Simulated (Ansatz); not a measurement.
Computed with DFT, RPBE, plane waves (420 eV) with PAW, scalar-relativistic in Ansatz. The PAW files were generated under PBE, with cores re-solved for the functional.

An element in the omega (AlB2-type) structure gives this curve. The cell is scaled uniformly from the relaxed one, with fractional coordinates and shape fixed. Energies are extrapolated to zero smearing, pressures are those at the given smearing. Magnetic state: spin not included.

```csv
V (Å³/atom),E − E₀ (meV/atom),P (GPa)
20.842,114.5,14.39
21.789,47.2,8.70
22.736,10.8,3.96
23.684,0.0,0.01
24.631,10.6,-3.29
25.578,39.2,-6.05
26.526,82.7,-8.34
```

Question: Which element is it?
A. lithium
B. scandium
C. zirconium
D. antimony

Answer: C. Its fit is V₀ = 23.66 Å³/atom, B₀ = 91 GPa, B₀′ = 3.5.
